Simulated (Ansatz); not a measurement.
# InSb: a strain scan

The task, for InSb: strain the cell along the Voigt pattern (1, 0, 0, 0, 0, 0).

Method: DFT r2SCAN, scalar-relativistic, plane waves, PAW, in Ansatz 0.2.0.

## 1. The system as given

The structure is cubic, space group F-43m (No. 216). The conventional cell has a = 6.478 Å, b = 6.478 Å, c = 6.478 Å, α = 90.00°, β = 90.00°, γ = 90.00°. In (site symmetry -43m) is surrounded by 4 Sb at 2.81 Å. Around Sb (site symmetry -43m) lie 4 In at 2.81 Å.

Coordinates:

```cif
data_structure
_symmetry_space_group_name_H-M 'P 1'
_symmetry_Int_Tables_number 1
_cell_length_a 4.5808
_cell_length_b 4.5808
_cell_length_c 4.5808
_cell_angle_alpha 60.000
_cell_angle_beta 60.000
_cell_angle_gamma 60.000
_cell_volume 67.97
loop_
_atom_site_label
_atom_site_type_symbol
_atom_site_fract_x
_atom_site_fract_y
_atom_site_fract_z
_atom_site_occupancy
In1 In 0.00000 0.00000 0.00000 1
Sb1 Sb 0.75000 0.75000 0.75000 1
```

The cell is taken as given, not relaxed at this level.

## 2. The reference cell

Reference values: F = -12111.4286 eV; pressure 1.69 GPa; largest force 0.000 eV/Å; gap on the mesh 0.24 eV. It was computed beforehand with the settings of the runs below.

## 3. Next: a strain scan

The cell is strained by ε times the Voigt pattern (1, 0, 0, 0, 0, 0) (xx, yy, zz, yz, xz, xy; engineering shear), with fractional coordinates fixed (clamped ions). The stress on the pattern is the sum of the stress components weighted by it, tension positive.

## 4. ε = -0.1000

The input, input.yaml:

```yaml
crystal:
  lattice:
    - [0.0, 3.2391, 3.2391]
    - [2.91519, 0.0, 3.2391]
    - [2.91519, 3.2391, 0.0]
  atoms:
    - { symbol: In, position: [0.0, 0.0, 0.0] }
    - { symbol: Sb, position: [0.75, 0.75, 0.75] }
basis:
  ecutwfc: 500
kpoints:
  mp_grid: { grid: [10, 10, 10] }
hamiltonian:
  xc: r2scan
scf:
  occupations: { method: gaussian, width: 0.03 }
output:
  forces: true
  stress: true
  eigenvalues: true
```

The run is started by

```bash
$ ansatz run input.yaml --threads 1 --pin off --max-ram 2560MiB --backend cpu --events-out ev --progress --plain --runs-dir out
```

## 5. ε = 0.0750

input.yaml: that of step 4 with these lines changed.

```diff
@@ -3,4 +3,4 @@
     - [0.0, 3.2391, 3.2391]
-    - [2.91519, 0.0, 3.2391]
-    - [2.91519, 3.2391, 0.0]
+    - [3.4820325, 0.0, 3.2391]
+    - [3.4820325, 3.2391, 0.0]
   atoms:
```

## 6. At ε = -0.0500

input.yaml: that of step 5 with these lines changed.

```diff
@@ -3,4 +3,4 @@
     - [0.0, 3.2391, 3.2391]
-    - [3.4820325, 0.0, 3.2391]
-    - [3.4820325, 3.2391, 0.0]
+    - [3.077145, 0.0, 3.2391]
+    - [3.077145, 3.2391, 0.0]
   atoms:
```

## 7. ε = 0.0250

input.yaml: that of step 6 with these lines changed.

```diff
@@ -3,4 +3,4 @@
     - [0.0, 3.2391, 3.2391]
-    - [3.077145, 0.0, 3.2391]
-    - [3.077145, 3.2391, 0.0]
+    - [3.3200775, 0.0, 3.2391]
+    - [3.3200775, 3.2391, 0.0]
   atoms:
```

## 8. At ε = 0.1000

input.yaml: that of step 7 with these lines changed.

```diff
@@ -3,4 +3,4 @@
     - [0.0, 3.2391, 3.2391]
-    - [3.3200775, 0.0, 3.2391]
-    - [3.3200775, 3.2391, 0.0]
+    - [3.56301, 0.0, 3.2391]
+    - [3.56301, 3.2391, 0.0]
   atoms:
```

## 9. At ε = -0.0750

input.yaml: that of step 8 with these lines changed.

```diff
@@ -3,4 +3,4 @@
     - [0.0, 3.2391, 3.2391]
-    - [3.56301, 0.0, 3.2391]
-    - [3.56301, 3.2391, 0.0]
+    - [2.9961675, 0.0, 3.2391]
+    - [2.9961675, 3.2391, 0.0]
   atoms:
```

## 10. ε = 0.0500

input.yaml: that of step 9 with these lines changed.

```diff
@@ -3,4 +3,4 @@
     - [0.0, 3.2391, 3.2391]
-    - [2.9961675, 0.0, 3.2391]
-    - [2.9961675, 3.2391, 0.0]
+    - [3.401055, 0.0, 3.2391]
+    - [3.401055, 3.2391, 0.0]
   atoms:
@@ -20 +20,5 @@
   eigenvalues: true
+  write_density: true
+  write_potential: true
+  elf: true
+  volumetric_format: npy
```

## 11. ε = -0.0250

input.yaml: that of step 10 with these lines changed.

```diff
@@ -3,4 +3,4 @@
     - [0.0, 3.2391, 3.2391]
-    - [3.401055, 0.0, 3.2391]
-    - [3.401055, 3.2391, 0.0]
+    - [3.1581225, 0.0, 3.2391]
+    - [3.1581225, 3.2391, 0.0]
   atoms:
@@ -20,5 +20 @@
   eigenvalues: true
-  write_density: true
-  write_potential: true
-  elf: true
-  volumetric_format: npy
```

## 12. Point ε = 0.0875

input.yaml: that of step 11 with these lines changed.

```diff
@@ -3,4 +3,4 @@
     - [0.0, 3.2391, 3.2391]
-    - [3.1581225, 0.0, 3.2391]
-    - [3.1581225, 3.2391, 0.0]
+    - [3.52252125, 0.0, 3.2391]
+    - [3.52252125, 3.2391, 0.0]
   atoms:
```

(Steps that only read results are left out.)

Before running it: what results should come out? Wanted: slope of the stress at ε = 0, over ±0.0250.

The runs gave:

| quantity | value |
| --- | --- |
| slope of the stress at ε = 0, over ±0.0250 | 72 GPa |

In words: The slope of the stress at zero strain, 72 GPa, estimates C11 with clamped ions in this Cartesian frame; letting the atoms relax could not make it stiffer. The reference stands under 1.7 GPa, so this is no zero-stress constant. The undisturbed cell is not the lowest point: the energy is 4.3 meV/atom lower at ε = 0.0250; the cell was taken as given and not relaxed at this level. Compression costs more than tension: 117.7 against 33.2 meV/atom at the ends. The gap on the mesh, 0.24 eV at the start, reads zero at ε = 0.0500. These runs have no spin-orbit coupling; with Sb it would split and shift bands.
